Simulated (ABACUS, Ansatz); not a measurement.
**Cost and result for the equilibrium volume of CuI**

**What was measured.** The equilibrium volume of CuI (Marshite) (F-43m) is reported as 27.72 Å³/atom (arxiv:2305.18931). The runs below try to reproduce it.

It takes space group F-43m (No. 216, cubic). The conventional cell has a = 6.063 Å, b = 6.063 Å, c = 6.063 Å, α = 90.00°, β = 90.00°, γ = 90.00°. I (site symmetry -43m) is surrounded by 4 Cu at 2.63 Å. Around Cu (site symmetry -43m) lie 4 I at 2.63 Å.

```tsv
rung	level	program and potentials	cutoff (eV)	k mesh	smearing	task	core time	chip	equilibrium volume (Å³/atom)	miss	notes
GGA + dispersion	PBEsol+D3(BJ)	Ansatz, all-electron LAPW, scalar-relativistic	-	8 × 8 × 8	fermi-dirac 0.05	relaxation of cell and atoms	44 s	Arm Neoverse V2	25.16	-9.2 %	-
GGA + dispersion	revPBE+D3(BJ)	Ansatz, all-electron LAPW, scalar-relativistic	-	8 × 8 × 8	fermi-dirac 0.05	relaxation of cell and atoms	75 s	Intel Xeon Skylake/Cascade Lake	26.15	-5.7 %	-
GGA	BLYP	ABACUS, Ansatz NC PBE, plane waves	1252	6 × 6 × 6	fermi-dirac 0.05	relaxation of cell and atoms	94 s	Intel Xeon Platinum 8488C Sapphire Rapids	30.20	+8.9 %	potentials made for PBE
LDA	LDA	ABACUS, GBRV ultrasoft 1.5 LDA, plane waves	544	6 × 6 × 6	fermi-dirac 0.05	relaxation of cell and atoms	4.9 min	Intel Xeon Platinum 8375C Ice Lake	25.18	-9.2 %	-
GGA	PBEsol	ABACUS, PseudoDojo NC SR 0.4 PBEsol stringent, plane waves	1429	6 × 6 × 6	fermi-dirac 0.05	equation of state	5.1 min	AMD EPYC 7R43 Zen 3	26.34	-5.0 %	fit through 4 volumes
GGA	PBE	ABACUS, GBRV ultrasoft 1.5 PBE, plane waves	544	6 × 6 × 6	fermi-dirac 0.05	equation of state	6.5 min	Intel Xeon Platinum 8488C Sapphire Rapids	28.12	+1.4 %	fit through 4 volumes
GGA	PBEsol	ABACUS, PseudoDojo NC SR 0.4.1 PBEsol standard, plane waves	1252	8 × 8 × 8	fermi-dirac 0.05	equation of state	10 min	Intel Xeon Platinum 8259CL Skylake/Cascade Lake	26.34	-5.0 %	-
```

Times are single runs on shared hosts and different chips, so they are rough; meshes, cutoffs and the tasks' sizes weigh on the time. All rows: no spin polarisation. Smearing widths are in eV. Meshes differ between rows, which moves values too. Meshes are those of the run's cell of 2 atoms unless a note names another. Relaxations start from the cell shown or near it and stop with a little pressure left. The cell shown, of 27.86 Å³ an atom, is the runs' start and not the measured value. Misses use the values as printed. Runs on faulty files, with rough fits or with known faults for this quantity aren't shown. No row holds spin-orbit coupling.

By rung: LDA 25.18; GGA + dispersion 25.16 to 26.15; GGA 26.34 to 30.20 (Å³/atom). Measured: 27.72 Å³/atom (arxiv:2305.18931). Closest is PBE (+1.4 %). The runs are for a static lattice, while measurements hold temperature and zero-point motion.
